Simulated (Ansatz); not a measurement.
System: cubic perovskite BaSnO3. Method: LDA (Ansatz, an electronic-structure program, plane waves, PAW).

Input:

Ansatz 0.2 input:
```yaml
crystal:
  lattice:
    - [4.0830864181, 0.0, 0.0]
    - [0.0, 4.0830864181, 0.0]
    - [0.0, 0.0, 4.0830864181]
  atoms:
    - { symbol: Ba, position: [0.0, 0.0, 0.0] }
    - { symbol: Sn, position: [0.5, 0.5, 0.5] }
    - { symbol: O, position: [0.5, 0.0, 0.5] }
    - { symbol: O, position: [0.0, 0.5, 0.5] }
    - { symbol: O, position: [0.5, 0.5, 0.0] }
basis:
  ecutwfc: 520
  ecutrho_ratio: 4
  xc_grid: 2
kpoints:
  mp_grid: { grid: [8, 8, 8] }
hamiltonian:
  xc: lda
  dispersion: none
  pseudopotentials: { kind: paw }
scf:
  occupations: { method: fermi_dirac, width: 0.01 }
  convergence: { dr2_threshold: 0.0000000005 }
output:
  forces: true
  stress: true
  eigenvalues: true
```

The run printed, among other lines:

```
Crystal: 5 atoms, lattice volume = 68.072 Å³
Basis set: ecut = 520 eV, 1839 PW (Γ), exchange–correlation on 64×64×64 points (8 copies of the dense FFT grid, shifted against one another)
Bands: 26, of which v1, the nominal top of the filled ones, is band 21 counted from 1 (20 counted from 0)
Symmetry: 48 space group operations
Space group: Pm-3m (ITA 221), of the structure as read, at distance tolerance 4.1e-5 Å
k-points: 35 of 512
Functional: x = slater, c = lda
SCF iter   1: F=—  HF=-13329.067091 eV  |F-HF|=—  |Δ(HF+E_count)|=         —  Δρ=1.69e-2  dr2=1.70e-1
SCF iter   2: F=—  HF=-13329.019052 eV  |F-HF|=—  |Δ(HF+E_count)|=   4.80e-2  Δρ=4.73e-3  dr2=4.68e-3
  ...
SCF iter   7: F=—  HF=-13329.016870 eV  |F-HF|=—  |Δ(HF+E_count)|=   4.70e-6  Δρ=2.35e-6  dr2=4.08e-9
SCF iter   8: F=-13329.016870 eV  HF=-13329.016870 eV  |F-HF|=3.27e-11  |Δ(HF+E_count)|=  8.24e-10  Δρ=2.78e-7  dr2=6.14e-11
SCF 1 converged in 8 iterations: F = -13329.016870 eV  dr2 = 6.14e-11
SCF converged after 8 iterations
Free energy (F): -13329.016870 eV
Internal energy: -13329.016870 eV  (E = F + TS)
E sigma→0 (E₀):  -13329.016870 eV
Fermi energy:    10.804321 eV
--- Forces (eV/Å), atoms counted from 1 ---
  atom   1  Ba    -0.00000000    -0.00000000    -0.00000000
  atom   2  Sn     0.00000000     0.00000000     0.00000000
  atom   3  O      0.00000000    -0.00000000     0.00000000
  atom   4  O      0.00000000    -0.00000000    -0.00000000
  atom   5  O      0.00000000     0.00000000    -0.00000000
--- Stress (GPa, compression-positive) ---
       -0.012319       0.000000       0.000000
        0.000000      -0.012319       0.000000
        0.000000       0.000000      -0.012319
  P = ⅓ Tr σ = -0.0123 GPa (-0.123 kbar)
```

The PAW data were made under PBE.

Computing time: about 6 core-seconds (a rough figure).
